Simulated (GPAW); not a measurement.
A run of GPAW 26.7.0 is set up as follows.

The input run.py:

```python
from ase import Atoms
from ase.filters import FrechetCellFilter
from ase.io import write
from ase.optimize import LBFGS
from gpaw import GPAW, PW, setup_paths

setup_paths.insert(0, '.')

atoms = Atoms(['Pt', 'S', 'S'],
              cell=[[3.5432, 0.0, 0.0],
                    [-1.7716, 3.0685012107, 0.0],
                    [0.0, 0.0, 5.0388]],
              scaled_positions=[[0.0, 0.0, 0.0],
                                [0.6666666667, 0.3333333333, 0.773],
                                [0.3333333333, 0.6666666667, 0.227]],
              pbc=True)

calc = GPAW(mode=PW(600),
            xc='PBEsol',
            kpts={'size': (9, 9, 5), 'gamma': True},
            occupations={'name': 'fermi-dirac', 'width': 0.05},
            nbands=26,
            convergence={'density': 1e-05, 'forces': 0.0001},
            maxiter=150,
            txt='gpaw.txt')
atoms.calc = calc
opt = LBFGS(FrechetCellFilter(atoms), trajectory='relax.traj', logfile='-')
done = opt.run(fmax=0.01, steps=60)
calc.write('gs.gpw')
write('result.traj', atoms)
print('Converged:', done)
print('Cell:', atoms.cell.cellpar().round(4))
print('Volume:', round(atoms.get_volume(), 4))
print(atoms.get_scaled_positions().round(5))
```

Potentials or basis: PAW data sets generated in the run's folder for this functional, pw.

Launch:

```bash
$ gpaw-setup -f PBEsol Pt S
$ OMP_NUM_THREADS=1 python run.py
```

(1) What does it give for the relaxed cell?

(2) What does it give for the space group after relaxing (to 0.05 Å)?

## Answers

(1) a = 3.572 Å, b = 3.572 Å, c = 4.732 Å, α = 90.00°, β = 90.00°, γ = 120.00°.

(2) P-3m1 (No. 164).

Caveat: later steps reuse the first step's grids.
